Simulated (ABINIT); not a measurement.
**Sn in ABINIT: convergence with pawecutdg**

Input of the first run (pawecutdg 22.7); the others differ in this setting and in those tied to it:

The input run.abi:

```
# Pseudopotentials
pp_dirpath "./"
pseudos "Sn.GGA_PBE-JTH_sp.xml"

# Structure
acell 8.64103205 8.64103205 8.64103205
rprim
     0.0000000000     0.7071067812     0.7071067812
     0.7071067812     0.0000000000     0.7071067812
     0.7071067812     0.7071067812     0.0000000000
ntypat 1
znucl 50
natom 2
typat 1 1
xred
     0.7513240000     0.7590190000     0.7625880000
     0.4946710000     0.5090020000     0.5000090000
chkprim 0
chksymtnons 0
tolsym 1.0e-6

# Plane-wave basis
ecut 22.0
pawecutdg 22.7
pawxcdev 0

# k points
kptopt 1
ngkpt 7 7 7
nshiftk 1
shiftk 0.0 0.0 0.0

# Exchange and correlation
ixc 11

# Bands and occupations
nband 8
occopt 3
tsmear 0.00367493

# SCF cycle
nstep 100
tolvrs 1.0e-9

# Output
iomode 3
prtwf 0
prtden 0
prteig 0
prtebands 0
enunit 2
```

Potentials or basis: JTH PAW PBE v2.0 sp.

Launch:

```bash
$ abinit run.abi > log 2>&1
```

The cell isn't the ideal one: atoms moved at random, drawn with an rms of 0.05 Å.

This isn't the form of Sn at room conditions, which is tetragonal (white tin).

Hardware: 1 thread of Arm Neoverse V2, on a shared host.

```csv
pawecutdg,"energy less the tightest run, at zero smearing (meV/atom)",SCF cycles,CPU time (s),peak memory (GiB)
22.7,0.05,9,73,0.26
26.4,0.02,9,71,0.26
33,0.02,9,71,0.27
39.6,0.01,9,70,0.27
48.4,0.01,9,71,0.3
59.4,0.00,9,71,0.3
72.6,0.00,9,71,0.36
```

Against the tightest run, the energy stays within 1 meV/atom from 22.7 on. The tightest run that finished is the yardstick and may itself not be fully converged.

Caveat, for the tightest run too: the atomic spheres overlap.
